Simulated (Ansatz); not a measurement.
**Guessed and relaxed cells of B**

The guess for B was made by a generator: 4-connected net of one element (C2/m, No. 12). The dimensions are guesses.

start.cif

```cif
data_structure
_symmetry_space_group_name_H-M 'C2/m'
_symmetry_Int_Tables_number 12
_cell_length_a 4.3872
_cell_length_b 7.0796
_cell_length_c 3.9800
_cell_angle_alpha 90.000
_cell_angle_beta 116.378
_cell_angle_gamma 90.000
_cell_volume 110.75
loop_
_atom_site_label
_atom_site_type_symbol
_atom_site_symmetry_multiplicity
_atom_site_Wyckoff_symbol
_atom_site_fract_x
_atom_site_fract_y
_atom_site_fract_z
_atom_site_occupancy
B1 B 8 j 0.51641 0.67752 0.72335 1
B2 B 8 j 0.69484 0.11717 0.84821 1
```

The calculation used DFT PBE, scalar-relativistic, plane waves, PAW (Ansatz). Cutoff 420 eV, Gaussian smearing, Γ-centred meshes. Cell and atoms relax first on a coarse mesh and then on a finer one. In between, the cell is made exact in the group found at 0.06 Å. In metals the finer mesh still leaves noise of several meV/atom or more. The steps can't lower the symmetry of their start. No spin polarisation.

end.cif

```cif
data_structure
_symmetry_space_group_name_H-M 'C2/m'
_symmetry_Int_Tables_number 12
_cell_length_a 5.5570
_cell_length_b 5.8360
_cell_length_c 4.4673
_cell_angle_alpha 90.000
_cell_angle_beta 109.250
_cell_angle_gamma 90.000
_cell_volume 136.78
loop_
_atom_site_label
_atom_site_type_symbol
_atom_site_symmetry_multiplicity
_atom_site_Wyckoff_symbol
_atom_site_fract_x
_atom_site_fract_y
_atom_site_fract_z
_atom_site_occupancy
B1 B 8 j 0.55052 0.68977 0.69339 1
B2 B 8 j 0.82575 0.15255 0.91047 1
```

The symmetry stays C2/m (No. 12). The volume per atom grows by 23.5 %, from 6.9 to 8.5 Å³. The shortest distance goes from 1.62 Å (B–B) to 1.63 Å (B–B). The energy falls by about 0.93 eV/atom (the start's value is from the coarse mesh). The end is written in a standard setting, so origin, axes and order of atoms can differ from the start's.

```yaml
Volume_per_atom: 8.55 Å³
Density: 2.10 g/cm³
Energy_over_the_standard_state: +0.42 eV/atom
Gap_on_the_10×10×10_mesh_of_the_8-atom_cell: 0 eV (a metal)
```

Energies count from the standard state of B at the same level. So it is a metastable form at best.

The last run used Gaussian smearing of 0.10 eV. Symmetry constrained the relaxation, so the result can be a saddle point. In all, the 3 runs took 4.4 min on 1 thread of Arm Neoverse V1 (shared host). Another cell of B relaxed alike, in C2/m, lies 204 meV/atom lower, so this cell isn't the stable form at this level.
